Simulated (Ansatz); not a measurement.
Input of an Ansatz 0.2.0 run:

The input input.yaml:

```yaml
crystal:
  lattice:
    - [2.9916, 0.0, 0.0]
    - [0.0, 2.9916, 0.0]
    - [0.0, 0.0, 2.9916]
  atoms:
    - { symbol: Ru, position: [0.5, 0.5, 0.5] }
    - { symbol: Al, position: [0.0, 0.0, 0.0] }
hamiltonian:
  xc: pbesol
  pseudopotentials: { kind: paw }
kpoints:
  mp_grid: { grid: [9, 9, 9] }
scf:
  occupations: { method: fermi_dirac, width: 0.05 }
output:
  forces: true
  stress: true
  eigenvalues: true
relax:
  f_tol: 0.01
  max_steps: 40
  cell: { stress_tol: 0.05 }
```

Potentials or basis: Ansatz PAW.

Launch:

```sh
$ ansatz run input.yaml --threads 2 --pin off --max-ram 5632MiB --backend cpu --events-out ev --progress --plain --runs-dir out
```

(1) What does it give for the space group after relaxing (to 0.05 Å)?

(2) Estimate the relaxed volume.

(3) Predict the band gap on the k mesh.

(4) What does it give for the relaxed cell?

## Answers

(1) Pm-3m (No. 221).

(2) 13.18 Å³/atom.

(3) none (metal or under the smearing width).

(4) a = 2.976 Å, b = 2.976 Å, c = 2.976 Å, α = 90.00°, β = 90.00°, γ = 90.00°.

Caveat: the PAW data sets come from PBE, with cores solved anew for the run's functional, which leaves a small shift of forces and pressure.
